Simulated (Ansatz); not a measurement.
**Sn: the order of phases, scalar-relativistic**

Aim: relax Sn in several structures (bcc, hcp, sc, diamond) and rank them by energy, scalar-relativistic. The runs shown use PAW and LAPW.

Computed with Ansatz 0.2.0 (DFT PBE, with the methods named in each step, unless a step's input says otherwise).

**1. Starting point**

The structure is cubic, space group Im-3m (No. 229). The conventional cell has a = 3.826 Å, b = 3.826 Å, c = 3.826 Å, α = 90.00°, β = 90.00°, γ = 90.00°. Sn (site symmetry m-3m) is surrounded by 8 Sn at 3.31 Å.

Coordinates:

```cif
data_structure
_symmetry_space_group_name_H-M 'P 1'
_symmetry_Int_Tables_number 1
_cell_length_a 3.3133
_cell_length_b 3.3133
_cell_length_c 3.3133
_cell_angle_alpha 109.471
_cell_angle_beta 109.471
_cell_angle_gamma 109.471
_cell_volume 28.00
loop_
_atom_site_label
_atom_site_type_symbol
_atom_site_fract_x
_atom_site_fract_y
_atom_site_fract_z
_atom_site_occupancy
Sn1 Sn 0.00000 0.00000 0.00000 1
```

**2. Bcc relaxed, PAW**

input.yaml reads:

```yaml
crystal:
  lattice:
    - [-1.9129311828, 1.9129311828, 1.9129311828]
    - [1.9129311828, -1.9129311828, 1.9129311828]
    - [1.9129311828, 1.9129311828, -1.9129311828]
  atoms:
    - { symbol: Sn, position: [0.0, 0.0, 0.0] }
kpoints:
  mp_grid: { grid: [15, 15, 15] }
scf:
  occupations: { method: fermi_dirac, width: 0.05 }
hamiltonian:
  xc: pbe
  pseudopotentials: { kind: paw }
output:
  forces: true
  stress: true
relax:
  f_tol: 0.005
  max_steps: 40
  cell: {}
```

Launch:

```console
$ ansatz run input.yaml --threads 1 --pin off --max-ram 3072MiB --backend cpu --events-out ev --progress --plain --runs-dir out
```

The program printed, cut to the lines that bear on the results:

```text
[...]
Pseudopotentials: kind: paw
Pseudopotential: Sn, paw, valence charge 14, recommended cutoff 420 eV (normal)
Functional definition: PBE
[...]
Crystal: 1 atoms, lattice volume = 28.000 Å³
Basis set: ecut = 420 eV, 555 PW (Γ), exchange–correlation on 48×48×48 points (8 copies of the dense FFT grid, shifted against one another)
Bands: 11, of which v1, the nominal top of the filled ones, is band 7 counted from 1 (6 counted from 0)
Symmetry: 48 space group operations
Space group: Im-3m (ITA 229), of the structure as read, at distance tolerance 3.0e-5 Å
k-points: 120 of 3375
[...]
--- Forces (eV/Å), atoms counted from 1 ---
  atom   1  Sn     0.00000000     0.00000000     0.00000000
[...]
--- Stress (GPa, compression-positive) ---
       -0.027422      -0.000000       0.000000
       -0.000000      -0.027422      -0.000000
       -0.000000       0.000000      -0.027422
  P = ⅓ Tr σ = -0.0274 GPa (-0.274 kbar)
--- Relaxed structure (2 steps of the walk, 2 accepted, 1 SCFs on fresh bases) ---
  F+E_penalty+E_count = -6024.13955023 eV   max|allowed force component| = 0.000e0 eV/Å   (the final SCF, on the basis selected at the relaxed cell)
  cell:  # Å, volume = 27.6104 Å³
    - [-1.9040167083702557, 1.9040167083702557, 1.9040167083702557]
    - [1.9040167083702557, -1.9040167083702557, 1.9040167083702557]
    - [1.9040167083702557, 1.9040167083702557, -1.9040167083702557]
  atoms:
    - { symbol: Sn, position: [0.0, 0.0, 0.0] }
```

Run time: 5.3 s. Hardware: 1 thread of Arm Neoverse V1, shared host; peak memory 0.32 GiB.

Relaxation path:

| step | energy from step 1 (eV/cell) | largest force component (eV/Å) | pressure (GPa) | volume (Å³) |
| --- | --- | --- | --- | --- |
| 1 | 0.0000 | 0.0000 | -0.64 | 28.00 |
| 2 | -0.0009 | 0.0000 | -0.03 | 27.61 |
| 3 | -0.0008 | 0.0000 | -0.03 | 27.61 |

Step 1 is the start. Step 3 repeats the geometry before on a plane-wave basis chosen anew for that cell, so the energy can jump there without any move; the table keeps such jumps.

| input's cell | before | after | change |
| --- | --- | --- | --- |
| a (Å) | 3.313 | 3.298 | -0.5 % |
| b (Å) | 3.313 | 3.298 | -0.5 % |
| c (Å) | 3.313 | 3.298 | -0.5 % |
| volume (Å³/atom) | 28.00 | 27.61 | -1.4 % |

**3. Bcc relaxed, LAPW**

input.yaml reads:

```yaml
crystal:
  lattice:
    - [-1.9040167084, 1.9040167084, 1.9040167084]
    - [1.9040167084, -1.9040167084, 1.9040167084]
    - [1.9040167084, 1.9040167084, -1.9040167084]
  atoms:
    - { symbol: Sn, position: [0.0, 0.0, 0.0] }
kpoints:
  mp_grid: { grid: [15, 15, 15] }
scf:
  occupations: { method: fermi_dirac, width: 0.05 }
hamiltonian:
  xc: pbe
  pseudopotentials: { kind: all_electron, lapw: { basis_error: 0.0005 } }
output:
  forces: true
  stress: true
  eigenvalues: true
  populations: true
relax:
  f_tol: 0.005
  max_steps: 25
  cell: {}
```

Launch:

```console
$ ansatz run input.yaml --threads 1 --pin off --max-ram 3072MiB --backend cpu --events-out ev --progress --plain --runs-dir out
```

The program printed, cut to the lines that bear on the results:

```text
[...]
Sn: projections on atomic orbitals take those of the free atom 1s2 2s2 2p6 3s2 3p6 3d10 4s2 4p6 4d10 5s2 5p2, of charge +0.00 (hamiltonian.pseudopotentials.projection_atoms)
LAPW: plane waves up to 7.210 Å⁻¹, error target 5.0e-4 eV per atom; small_component_spin mean_spin; Sn in spheres of 1.599 Å, 22 of its electrons in bands, Dirac shells []
[...]
Pseudopotentials: kind: all_electron
[...]
  F+E_penalty+E_count = -168089.36246971 eV   max|allowed force component| = 0.000e0 eV/Å   (the final SCF, on the basis selected at the relaxed cell)
  cell:  # Å, volume = 27.6104 Å³
    - [-1.9040167084, 1.9040167084, 1.9040167084]
    - [1.9040167084, -1.9040167084, 1.9040167084]
    - [1.9040167084, 1.9040167084, -1.9040167084]
  atoms:
    - { symbol: Sn, position: [0.0, 0.0, 0.0] }
--- Löwdin populations: 1 site ---
  site symbol       q [e]
     0     Sn     49.9699
  spilling = 0.000603 (of n_electrons = 50.000000)
```

It took 14 s on 1 thread of Arm Neoverse V1, shared host; peak memory 0.31 GiB.

The steps of the relaxation:

| step | energy from step 1 (eV/cell) | largest force component (eV/Å) | pressure (GPa) | volume (Å³) |
| --- | --- | --- | --- | --- |
| 1 | 0.0000 | 0.0000 | -0.03 | 27.61 |
| 2 | 0.0000 | 0.0000 | -0.03 | 27.61 |

Step 1 is the start. Step 2 repeats the geometry before on a plane-wave basis chosen anew for that cell, so the energy can jump there without any move; the table keeps such jumps.

| input's cell | before | after | change |
| --- | --- | --- | --- |
| a (Å) | 3.298 | 3.298 | +0.0 % |
| b (Å) | 3.298 | 3.298 | +0.0 % |
| c (Å) | 3.298 | 3.298 | +0.0 % |
| volume (Å³/atom) | 27.61 | 27.61 | +0.0 % |

Read from it: pressure -0.03 GPa; no gap.

**4. Hcp relaxed, PAW**

input.yaml reads:

```yaml
crystal:
  lattice:
    - [3.4175440961, 0.0, 0.0]
    - [-1.7087720481, 2.9596800058, 0.0]
    - [0.0, 0.0, 5.5364214357]
  atoms:
    - { symbol: Sn, position: [0.3333333333, 0.6666666667, 0.25] }
    - { symbol: Sn, position: [0.6666666667, 0.3333333333, 0.75] }
kpoints:
  mp_grid: { grid: [14, 14, 8] }
scf:
  occupations: { method: fermi_dirac, width: 0.05 }
hamiltonian:
  xc: pbe
  pseudopotentials: { kind: paw }
output:
  forces: true
  stress: true
relax:
  f_tol: 0.005
  max_steps: 40
  cell: {}
```

Launch:

```console
$ ansatz run input.yaml --threads 1 --pin off --max-ram 3072MiB --backend cpu --events-out ev --progress --plain --runs-dir out
```

The program printed:

```text
Engine: ansatz 0.2.0
[... 3 set-up lines as earlier in the session ...]
  parameter kappa = 0.804
  parameter beta = 0.06672455060314922
  exchange = pbe_x(kappa = kappa, mu = beta*pi^2/3)
  correlation = pbe_c(beta = beta)
Crystal: 2 atoms, lattice volume = 56.000 Å³
Basis set: ecut = 420 eV, 1099 PW (Γ), exchange–correlation on 48×48×80 points (8 copies of the dense FFT grid, shifted against one another)
Bands: 18, of which v1, the nominal top of the filled ones, is band 14 counted from 1 (13 counted from 0)
Symmetry: 24 space group operations
Space group: P63/mmc (ITA 194), of the structure as read, at distance tolerance 3.8e-5 Å
k-points: 120 of 1568
Non-local potential: Sn, projectors of the file, l = 0: 2, l = 1: 2, l = 2: 2, l = 3: 2
PAW form: soft (Blöchl's): semilocal exchange-correlation on the pseudo side does not see the compensation charge
PAW one-centre angular grid: Sn, 590 points (default); XC on 64 Gauss nodes
Initial density: superposition of atomic densities (neutral atoms: chi_scale 0, normalization atom), corrected by the library's trained network
Initial wavefunctions: pseudopotential atomic-orbital guess
Functional: x = pbe(κ = 0.804, μ = 0.2195149727645171), c = pbe(β = 0.06672455060314922)
SCF iter   1: F=—  HF=-12048.303355 eV  |F-HF|=—  |Δ(HF+E_count)|=         —  Δρ=1.12e-3  dr2=7.32e-4  ethr=1.77e-3  ⟨swp⟩=5.8  Hψ=10684  notcnv=0
preconditioner: auto → Kerker (q_TF=auto, 2.431 Å⁻¹)  [metal: Δε(μ)=0.027 eV  Ē_g=19.786 eV  σ=0.050 eV  W_gap=0.13  n_scr=22 (ndim 8)  ℏωp=26.3 eV  f_vac=0.000  D(μ)=1.42/eV (n_scr^D=8)]
SCF iter   2: F=—  HF=-12048.302337 eV  |F-HF|=—  |Δ(HF+E_count)|=   1.02e-3  Δρ=7.51e-4  dr2=3.28e-4  ethr=2.61e-6  ⟨swp⟩=2.0  Hψ=4748  notcnv=0
SCF iter   3: F=—  HF=-12048.302354 eV  |F-HF|=—  |Δ(HF+E_count)|=   1.67e-5  Δρ=3.76e-4  dr2=1.01e-4  ethr=1.17e-6  ⟨swp⟩=2.0  Hψ=3769  notcnv=0
SCF iter   4: F=—  HF=-12048.302359 eV  |F-HF|=—  |Δ(HF+E_count)|=   5.56e-6  Δρ=1.47e-4  dr2=8.10e-6  ethr=3.60e-7  ⟨swp⟩=2.0  Hψ=2651  notcnv=0
SCF iter   5: F=—  HF=-12048.302353 eV  |F-HF|=—  |Δ(HF+E_count)|=   6.28e-6  Δρ=2.21e-5  dr2=2.70e-7  ethr=2.89e-8  ⟨swp⟩=2.0  Hψ=3810  notcnv=0
SCF iter   6: F=-12048.302353 eV  HF=-12048.302353 eV  |F-HF|=1.46e-8  |Δ(HF+E_count)|=   2.97e-8  Δρ=6.95e-6  dr2=1.47e-8  ethr=3.57e-10  ⟨swp⟩=4.9  Hψ=7995  notcnv=0
SCF 1 converged in 6 iterations: F = -12048.302353 eV  dr2 = 1.47e-8
relax step   1: F+E_penalty+E_count = -12048.30235314 eV  Δ(F+E_penalty+E_count) = +0.000e0 eV  max|allowed force component| = 7.401e-17 eV/Å  Δτ_max = 0.0000 Å  P = -0.270 GPa  Ω = 56.000 Å³  (6 SCF iters, dr2 threshold 1.00e-7 eV, accepted)
Crystal: 2 atoms, lattice volume = 55.626 Å³
Initial density: handed on by an earlier stage of this run
Initial wavefunctions: those handed on with the density
iter 1 solved again at ethr=9.07e-7 eV; its pass at ethr=3.10e-3 eV (dr2=2.54e-4 eV) is discarded
SCF iter   1: F=—  HF=-12048.311476 eV  |F-HF|=—  |Δ(HF+E_count)|=         —  Δρ=4.42e-4  dr2=1.67e-4  ethr=9.07e-7  ⟨swp⟩=2.8  Hψ=14513  notcnv=0
preconditioner: auto → Kerker (q_TF=auto, 2.433 Å⁻¹)  [metal: Δε(μ)=0.003 eV  Ē_g=19.814 eV  σ=0.050 eV  W_gap=0.01  n_scr=22 (ndim 8)  ℏωp=26.3 eV  f_vac=0.000  D(μ)=1.30/eV (n_scr^D=2)]
SCF iter   2: F=—  HF=-12048.311454 eV  |F-HF|=—  |Δ(HF+E_count)|=   2.14e-5  Δρ=3.08e-4  dr2=8.24e-5  ethr=5.96e-7  ⟨swp⟩=1.0  Hψ=2160  notcnv=0
SCF iter   3: F=—  HF=-12048.311436 eV  |F-HF|=—  |Δ(HF+E_count)|=   1.84e-5  Δρ=4.34e-5  dr2=1.45e-6  ethr=2.94e-7  ⟨swp⟩=1.9  Hψ=2493  notcnv=0
SCF iter   4: F=-12048.311436 eV  HF=-12048.311436 eV  |F-HF|=3.76e-8  |Δ(HF+E_count)|=   4.64e-8  Δρ=1.21e-5  dr2=5.02e-8  ethr=7.14e-10  ⟨swp⟩=4.9  Hψ=7800  notcnv=0
SCF 2 converged in 4 iterations: F = -12048.311436 eV  dr2 = 5.02e-8
relax step   2: F+E_penalty+E_count = -12048.31143607 eV  Δ(F+E_penalty+E_count) = -9.083e-3 eV  max|allowed force component| = 1.850e-17 eV/Å  Δτ_max = 0.0000 Å  P = -0.020 GPa  Ω = 55.626 Å³  energy of the carried Pulay correction = +7.608e-5 eV  (4 SCF iters, dr2 threshold 2.00e-7 eV, accepted)
Crystal: 2 atoms, lattice volume = 56.071 Å³
Basis set: ecut = 420 eV, 1135 PW (Γ), exchange–correlation on 48×48×80 points (8 copies of the dense FFT grid, shifted against one another)
iter 1 solved again at ethr=3.80e-6 eV; its pass at ethr=3.10e-3 eV (dr2=1.06e-3 eV) is discarded
SCF iter   1: F=—  HF=-12048.311138 eV  |F-HF|=—  |Δ(HF+E_count)|=         —  Δρ=1.14e-3  dr2=1.26e-3  ethr=3.80e-6  ⟨swp⟩=2.2  Hψ=14124  notcnv=0
preconditioner: auto → Kerker (q_TF=auto, 2.430 Å⁻¹)  [metal: Δε(μ)=0.067 eV  Ē_g=19.804 eV  σ=0.050 eV  W_gap=0.32  n_scr=22 (ndim 8)  ℏωp=26.2 eV  f_vac=0.000  D(μ)=0.87/eV (n_scr^D=2)]
SCF iter   2: F=—  HF=-12048.310928 eV  |F-HF|=—  |Δ(HF+E_count)|=   2.09e-4  Δρ=7.94e-4  dr2=6.28e-4  ethr=3.80e-6  ⟨swp⟩=1.0  Hψ=2160  notcnv=0
SCF iter   3: F=—  HF=-12048.310731 eV  |F-HF|=—  |Δ(HF+E_count)|=   1.97e-4  Δρ=1.19e-4  dr2=1.29e-5  ethr=2.24e-6  ⟨swp⟩=1.9  Hψ=2548  notcnv=0
SCF iter   4: F=—  HF=-12048.310731 eV  |F-HF|=—  |Δ(HF+E_count)|=   6.15e-8  Δρ=2.14e-5  dr2=2.15e-7  ethr=4.61e-8  ⟨swp⟩=2.3  Hψ=3095  notcnv=0
SCF iter   5: F=-12048.310731 eV  HF=-12048.310731 eV  |F-HF|=2.93e-10  |Δ(HF+E_count)|=   1.17e-7  Δρ=2.98e-6  dr2=4.31e-9  ethr=7.14e-10  ⟨swp⟩=4.1  Hψ=6499  notcnv=0
SCF 3 converged in 5 iterations: F = -12048.310731 eV  dr2 = 4.31e-9
relax step   3: F+E_penalty+E_count = -12048.31073149 eV  Δ(F+E_penalty+E_count) = +7.046e-4 eV  max|allowed force component| = 7.401e-17 eV/Å  Δτ_max = 0.0000 Å  P = -0.425 GPa  Ω = 56.071 Å³  energy of the carried Pulay correction = -1.227e-5 eV  (5 SCF iters, dr2 threshold 2.00e-7 eV, rejected (line search))
Crystal: 2 atoms, lattice volume = 55.379 Å³
iter 1 solved again at ethr=1.28e-6 eV; its pass at ethr=3.10e-3 eV (dr2=3.59e-4 eV) is discarded
SCF iter   1: F=—  HF=-12048.315536 eV  |F-HF|=—  |Δ(HF+E_count)|=         —  Δρ=6.50e-4  dr2=4.00e-4  ethr=1.28e-6  ⟨swp⟩=2.0  Hψ=14813  notcnv=0
preconditioner: auto → Kerker (q_TF=auto, 2.435 Å⁻¹)  [metal: Δε(μ)=0.047 eV  Ē_g=19.840 eV  σ=0.050 eV  W_gap=0.23  n_scr=22 (ndim 8)  ℏωp=26.4 eV  f_vac=0.000  D(μ)=1.07/eV (n_scr^D=2)]
SCF iter   2: F=—  HF=-12048.315465 eV  |F-HF|=—  |Δ(HF+E_count)|=   7.07e-5  Δρ=4.51e-4  dr2=1.97e-4  ethr=1.28e-6  ⟨swp⟩=1.0  Hψ=2160  notcnv=0
SCF iter   3: F=—  HF=-12048.315402 eV  |F-HF|=—  |Δ(HF+E_count)|=   6.37e-5  Δρ=6.27e-5  dr2=3.40e-6  ethr=7.03e-7  ⟨swp⟩=1.9  Hψ=2541  notcnv=0
SCF iter   4: F=—  HF=-12048.315402 eV  |F-HF|=—  |Δ(HF+E_count)|=   3.23e-7  Δρ=1.24e-5  dr2=6.05e-8  ethr=1.21e-8  ⟨swp⟩=2.6  Hψ=3446  notcnv=0
SCF iter   5: F=—  HF=-12048.315402 eV  |F-HF|=—  |Δ(HF+E_count)|=   3.30e-7  Δρ=1.68e-6  dr2=1.63e-9  ethr=2.16e-10  ⟨swp⟩=2.5  Hψ=3346  notcnv=0
SCF iter   6: F=—  HF=-12048.315402 eV  |F-HF|=—  |Δ(HF+E_count)|=  1.35e-10  Δρ=6.07e-7  dr2=1.46e-10  ethr=5.81e-12  ⟨swp⟩=2.0  Hψ=3838  notcnv=0
SCF iter   7: F=—  HF=-12048.315402 eV  |F-HF|=—  |Δ(HF+E_count)|=  2.91e-11  Δρ=2.10e-7  dr2=2.90e-11  ethr=1.00e-12  ⟨swp⟩=5.9  Hψ=9637  notcnv=0
SCF iter   8: F=-12048.315402 eV  HF=-12048.315402 eV  |F-HF|=1.09e-11  |Δ(HF+E_count)|=  1.82e-11  Δρ=3.47e-8  dr2=8.23e-13  ethr=1.00e-12  ⟨swp⟩=5.2  Hψ=8187  notcnv=0
SCF 4 converged in 8 iterations: F = -12048.315402 eV  dr2 = 8.23e-13
relax step   4: F+E_penalty+E_count = -12048.31540183 eV  Δ(F+E_penalty+E_count) = -3.966e-3 eV  max|allowed force component| = 7.055e-17 eV/Å  Δτ_max = 0.0000 Å  P = +0.126 GPa  Ω = 55.379 Å³  energy of the carried Pulay correction = +1.269e-4 eV  (8 SCF iters, accepted)
Crystal: 2 atoms, lattice volume = 55.567 Å³
iter 1 solved again at ethr=1.87e-8 eV; its pass at ethr=3.10e-3 eV (dr2=5.24e-6 eV) is discarded
SCF iter   1: F=—  HF=-12048.315496 eV  |F-HF|=—  |Δ(HF+E_count)|=         —  Δρ=1.02e-4  dr2=9.84e-6  ethr=1.87e-8  ⟨swp⟩=3.0  Hψ=13646  notcnv=0
preconditioner: auto → Kerker (q_TF=auto, 2.434 Å⁻¹)  [metal: Δε(μ)=0.023 eV  Ē_g=19.831 eV  σ=0.050 eV  W_gap=0.11  n_scr=22 (ndim 8)  ℏωp=26.4 eV  f_vac=0.000  D(μ)=1.05/eV (n_scr^D=2)]
SCF iter   2: F=—  HF=-12048.315494 eV  |F-HF|=—  |Δ(HF+E_count)|=   2.05e-6  Δρ=7.06e-5  dr2=4.77e-6  ethr=1.87e-8  ⟨swp⟩=1.0  Hψ=2163  notcnv=0
SCF iter   3: F=-12048.315492 eV  HF=-12048.315492 eV  |F-HF|=3.91e-9  |Δ(HF+E_count)|=   1.52e-6  Δρ=8.90e-6  dr2=5.63e-8  ethr=6.53e-10  ⟨swp⟩=3.7  Hψ=8563  notcnv=0
SCF 5 converged in 3 iterations: F = -12048.315492 eV  dr2 = 5.63e-8
relax step   5: F+E_penalty+E_count = -12048.31549203 eV  Δ(F+E_penalty+E_count) = -9.020e-5 eV  max|allowed force component| = 4.163e-17 eV/Å  Δτ_max = 0.0000 Å  P = -0.037 GPa  Ω = 55.567 Å³  energy of the carried Pulay correction = +8.883e-5 eV  (3 SCF iters, dr2 threshold 1.83e-7 eV, accepted)
Crystal: 2 atoms, lattice volume = 55.523 Å³
iter 1 solved again at ethr=3.01e-10 eV; its pass at ethr=3.10e-3 eV (dr2=8.43e-8 eV) is discarded
SCF iter   1: F=—  HF=-12048.315510 eV  |F-HF|=—  |Δ(HF+E_count)|=         —  Δρ=1.54e-5  dr2=1.31e-7  ethr=3.01e-10  ⟨swp⟩=3.3  Hψ=14032  notcnv=0
preconditioner: auto → Kerker (q_TF=auto, 2.434 Å⁻¹)  [metal: Δε(μ)=0.029 eV  Ē_g=19.833 eV  σ=0.050 eV  W_gap=0.14  n_scr=22 (ndim 8)  ℏωp=26.4 eV  f_vac=0.000  D(μ)=1.05/eV (n_scr^D=2)]
SCF iter   2: F=—  HF=-12048.315510 eV  |F-HF|=—  |Δ(HF+E_count)|=   3.93e-7  Δρ=9.80e-6  dr2=5.79e-8  ethr=3.01e-10  ⟨swp⟩=1.1  Hψ=2166  notcnv=0
SCF iter   3: F=-12048.315510 eV  HF=-12048.315510 eV  |F-HF|=8.55e-11  |Δ(HF+E_count)|=   1.17e-8  Δρ=9.60e-7  dr2=5.92e-10  ethr=4.37e-11  ⟨swp⟩=3.0  Hψ=8071  notcnv=0
SCF 6 converged in 3 iterations: F = -12048.315510 eV  dr2 = 5.92e-10
relax step   6: F+E_penalty+E_count = -12048.31551009 eV  Δ(F+E_penalty+E_count) = -1.807e-5 eV  max|allowed force component| = 2.776e-17 eV/Å  Δτ_max = 0.0000 Å  P = +0.000 GPa  Ω = 55.523 Å³  energy of the carried Pulay correction = +9.773e-5 eV  (3 SCF iters, dr2 threshold 1.22e-8 eV, accepted)
Initial wavefunctions: pseudopotential atomic-orbital guess (no wavefunctions were taken with the density)
iter 1 solved again at ethr=2.56e-7 eV; its pass at ethr=3.10e-3 eV (dr2=7.18e-5 eV) is discarded
SCF iter   1: F=—  HF=-12048.315424 eV  |F-HF|=—  |Δ(HF+E_count)|=         —  Δρ=3.46e-5  dr2=9.91e-8  ethr=2.56e-7  ⟨swp⟩=2.9  Hψ=15822  notcnv=0
SCF iter   2: F=—  HF=-12048.315423 eV  |F-HF|=—  |Δ(HF+E_count)|=   6.97e-7  Δρ=1.89e-5  dr2=3.04e-8  ethr=3.54e-10  ⟨swp⟩=2.4  Hψ=3852  notcnv=0
SCF iter   3: F=—  HF=-12048.315423 eV  |F-HF|=—  |Δ(HF+E_count)|=   1.03e-7  Δρ=9.36e-7  dr2=3.04e-10  ethr=1.09e-10  ⟨swp⟩=2.0  Hψ=3811  notcnv=0
SCF iter   4: F=—  HF=-12048.315423 eV  |F-HF|=—  |Δ(HF+E_count)|=  7.28e-11  Δρ=3.11e-7  dr2=3.94e-11  ethr=1.00e-12  ⟨swp⟩=6.5  Hψ=9956  notcnv=0
SCF iter   5: F=-12048.315423 eV  HF=-12048.315423 eV  |F-HF|=7.28e-12  |Δ(HF+E_count)|=  1.64e-11  Δρ=1.12e-7  dr2=8.19e-12  ethr=1.00e-12  ⟨swp⟩=5.7  Hψ=8865  notcnv=0
SCF 7 converged in 5 iterations: F = -12048.315423 eV  dr2 = 8.19e-12
relax step   7: F+E_penalty+E_count = -12048.31542324 eV  Δ(F+E_penalty+E_count) = +8.685e-5 eV  max|allowed force component| = 2.660e-17 eV/Å  Δτ_max = 0.0000 Å  P = -0.002 GPa  Ω = 55.523 Å³  stress off target by 3.76e-3 GPa  SCF on the basis re-selected at this cell (its energy is not comparable with the rows above)  (5 SCF iters)
basis re-selected at this cell: Δ(F+E_penalty+E_count) = +8.685e-5 eV, ΔP = -0.002 GPa vs the last step (what re-selecting the basis moved, of the pressure what is left beyond the Pulay correction that the steps carried, after the strain that the cell walked since its last selection, with what the two solves' SCF thresholds leave and, on support functions, any second-order correction that the steps lacked; it is no measure of the basis error at this ecutwfc). This SCF's stress stands 3.76e-3 GPa from its target on what of the cell is left free (relax.cell.stress_tol is 5.00e-2 GPa) and its largest allowed force component is 2.66e-17 eV/Å (relax.f_tol is 5.00e-3 eV/Å): within both
SCF converged after 5 iterations
Free energy (F): -12048.315423 eV
Harris-Foulkes:  -12048.315423 eV  (|F-HF|=7.28e-12)
Internal energy: -12048.306761 eV  (E = F + TS)
E sigma→0 (E₀):  -12048.311092 eV
Entropy (-TS):   -0.008662 eV (-4.331 meV/atom)
Fermi energy:    10.521693 eV
--- Per-component energies (eV) ---
  E_band       = -169.868502
  E_kinetic    = 371.344654
  E_local      = -1677.318495  (includes V_loc(G=0)·N_el)
  E_nonlocal   = -65.496194
  E_hartree    = 1049.539941
  E_xc         = -765.661139
  E_vxc        = -192.417482  (∫ρ·V_xc dr)
  E_paw        = -8269.237525  (= ΣΔE_a)
  E_vpaw       = -705.060831  (= ΣTr[D̂ρ^β])
  E_aug_tail   = -0.000001  (compensation charges beyond the density's cutoff)
  E_ewald      = -2691.478002
  E_smearing   = -0.008662  (= −TS)
  E_closure    = 0.000000  (closes the sum)
  Σ components = -12048.315423   (vs F -12048.315423, Δ=0.00e0)
--- Forces (eV/Å), atoms counted from 1 ---
  atom   1  Sn    -0.00000000     0.00000000    -0.00000000
  atom   2  Sn     0.00000000    -0.00000000     0.00000000
  max |Σ_I F_I| component: 1.85e-17 eV/Å
--- Stress (GPa, compression-positive) ---
       -0.000829      -0.000000       0.000000
       -0.000000      -0.000829       0.000000
        0.000000       0.000000      -0.003758
  P = ⅓ Tr σ = -0.0018 GPa (-0.018 kbar)
--- Relaxed structure (6 steps of the walk, 5 accepted, 1 SCFs on fresh bases) ---
  F+E_penalty+E_count = -12048.31542324 eV   max|allowed force component| = 2.660e-17 eV/Å   (the final SCF, on the basis selected at the relaxed cell)
  cell:  # Å, volume = 55.5231 Å³
    - [3.354323360656701, 2.833355251355001e-11, 5.738339850205523e-30]
    - [-1.677161680352888, 2.904929242822128, 5.865659071434781e-19]
    - [2.7498609964509524e-32, 1.0972389094175586e-18, 5.698137324063468]
  atoms:
    - { symbol: Sn, position: [0.3333333333333333, 0.6666666666666667, 0.25] }
    - { symbol: Sn, position: [0.6666666666666667, 0.33333333333333337, 0.75] }
```

Run time: 31 s. Hardware: 1 thread of Arm Neoverse V1, shared host; peak memory 0.39 GiB.

Relaxation path:

| step | energy from step 1 (eV/cell) | largest force component (eV/Å) | pressure (GPa) | volume (Å³) |
| --- | --- | --- | --- | --- |
| 1 | 0.0000 | 0.0000 | -0.27 | 56.00 |
| 2 | -0.0091 | 0.0000 | -0.02 | 55.63 |
| 3x | -0.0084 | 0.0000 | -0.43 | 56.07 |
| 4 | -0.0130 | 0.0000 | 0.13 | 55.38 |
| 5 | -0.0131 | 0.0000 | -0.04 | 55.57 |
| 6 | -0.0132 | 0.0000 | 0.00 | 55.52 |
| 7 | -0.0131 | 0.0000 | 0.00 | 55.52 |

Step 1 is the start. Step 7 repeats the geometry before on a plane-wave basis chosen anew for that cell, so the energy can jump there without any move; the table keeps such jumps. 1 step was tried and not accepted (marked x).

| input's cell | before | after | change |
| --- | --- | --- | --- |
| a (Å) | 3.418 | 3.354 | -1.8 % |
| b (Å) | 3.418 | 3.354 | -1.8 % |
| c (Å) | 5.536 | 5.698 | +2.9 % |
| volume (Å³/atom) | 28.00 | 27.76 | -0.9 % |

[end of part 1 of 3]
